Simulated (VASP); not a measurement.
Wanted: the native input for a VASP 6.6.1 run.

```
Task                   : single point
Functional             : PBEsol
Potentials or basis    : VASP PAW PBE potentials, release 64 (Fe, Si)
Cutoff                 : 350 eV
k mesh                 : 2 × 3 × 3
Occupations            : gaussian, width 0.03 eV
Spin                   : collinear spin, ferromagnetic start
Starting moments       : [4.0, 0.0, 0.0, 0.0, 0.0, 0.0, 0.0, 0.0, 0.0, 0.0, 0.0, 0.0, 0.0, 0.0, 0.0, 0.0, 0.0, 0.0, 0.0, 0.0, 0.0, 0.0, 0.0, 0.0] μB
Fixed moment           : 4 μB
Hubbard terms          : Fe d U = 6 eV
Dq                     : 0
Further INCAR settings : LREAL = Auto; ALGO = Normal; EDIFF = 1e-05; NBANDS = 72; ISYM = 0
```

The structure of FeSi23 (a cell with a defect) lies in POSCAR:

```
FeSi23                                  
1.0
    0.0000000000      8.1555000000      8.1555000000
    5.4370000000      0.0000000000      5.4370000000
    5.4370000000      5.4370000000      0.0000000000
  Fe              Si            
     1    23
Direct
     0.9974636571222208    0.0005400459177667    0.0005812750573974
     0.9997804608517913    0.0004114436505349    0.4996901271962856
     0.0006006996902104    0.5013971101385035    0.9973692779900074
     0.0005104531603344    0.5008892058544251    0.4985204551355950
     0.3328943081743075    0.0012599664345154    0.0000194567445460
     0.3358383847039934    0.9994117697906764    0.4965467972297648
     0.3366118703241808    0.4972026155518907    0.9979044804702537
     0.3342282615824884    0.5004859639458571    0.4980798125295475
     0.6699539112275642    0.9998124215068575    0.9986215559706521
     0.6652483711046787    0.0011287520474294    0.5016943178078811
     0.6663636461637193    0.5024270090350651    0.9993856392072111
     0.6680198237363862    0.5007602723147919    0.4985537552121789
     0.0843949594219891    0.1267477835236532    0.1247407204655731
     0.0869990151373299    0.1246697275502044    0.6203230309135153
     0.0878892783301351    0.6207699532885236    0.1225738445123174
     0.0845213196327056    0.6254592278710076    0.6226375881538889
     0.4208876756424227    0.1222868608314565    0.1216101739749083
     0.4153391091623347    0.1255130838432876    0.6260293041970263
     0.4165086942234698    0.6269628450947529    0.1233317571152988
     0.4182473129977994    0.6245052967227323    0.6230097641682398
     0.7457023103225920    0.1292301194510931    0.1286887334267513
     0.7501662241762305    0.1259609585472299    0.6243943634577627
     0.7511726617514788    0.6256108299615192    0.1238180925762795
     0.7505165913596333    0.6260837371262248    0.6244306764871317
```

These files were run (other wordings do the same):

INCAR

```
SYSTEM = FeSi23
PREC     = Accurate       ! precision mode
ENCUT    = 350            ! plane-wave cutoff, eV
EDIFF    = 1E-5           ! SCF threshold, eV
ISMEAR   = 0              ! smearing method
SIGMA    = 0.03           ! smearing width, eV
LREAL    = Auto         
LASPH    = .True.         ! aspherical terms in the spheres
NELM     = 120            ! most SCF steps
ALGO     = Normal         ! electronic algorithm
ISIF     = 2              ! what is computed and relaxed
LWAVE    = .False.        ! write WAVECAR
LCHARG   = .False.        ! write CHGCAR
ISPIN    = 2              ! spin polarisation
MAGMOM   = 4 0 0 0 0 0 0 0 0 0 0 0 0 0 0 0 0 0 0 0 0 0 0 0 ! initial moments
LORBIT   = 11             ! projections on sites
NUPDOWN  = 4              ! fixed moment
LMAXMIX  = 4              ! l up to which the mixer works
LDAU     = .True.         ! DFT+U
LDAUTYPE = 2            
LDAUL    = 2 -1           ! shell
LDAUU    = 6 0            ! U, eV
LDAUJ    = 0 0          
LDAUPRINT= 1            
GGA      = PS             ! functional
NBANDS   = 72             ! bands
ISYM     = 0            
KPAR     = 4
```

KPOINTS

```
regular mesh
0
Gamma
  2 3 3
  0 0 0
```

Potentials or basis: VASP PAW PBE potentials, release 64 (Fe, Si).

Launch:

```console
$ cat potpaw_PBE.64/Fe/POTCAR potpaw_PBE.64/Si/POTCAR > POTCAR
$ mpirun -np 4 vasp_std > vasp.out
```

It gave:

```yaml
Pressure: 0.2 GPa
Largest_force: 0.173 eV/Å
Net_moment: 4.00 μB per cell
Site_moments: Fe +3.44; Si +0.01, +0.00, -0.01, -0.00, +0.02 μB
Valence_electrons_inside_the_program's_atomic_spheres: Fe 7.05; Si 1.68, 1.70, 1.69, 1.72
```

Caveat: the PAW data sets were made with another functional, which shifts forces and pressure a little; the total moment is fixed, so each spin has its own Fermi level; the U is typed as a test and isn't derived for this compound.

Run time: 5.7 min on 4 MPI ranks on Intel(R) Xeon(R) 6975P-C (Granite Rapids) (shared host), peak memory 0.64 GiB a rank.
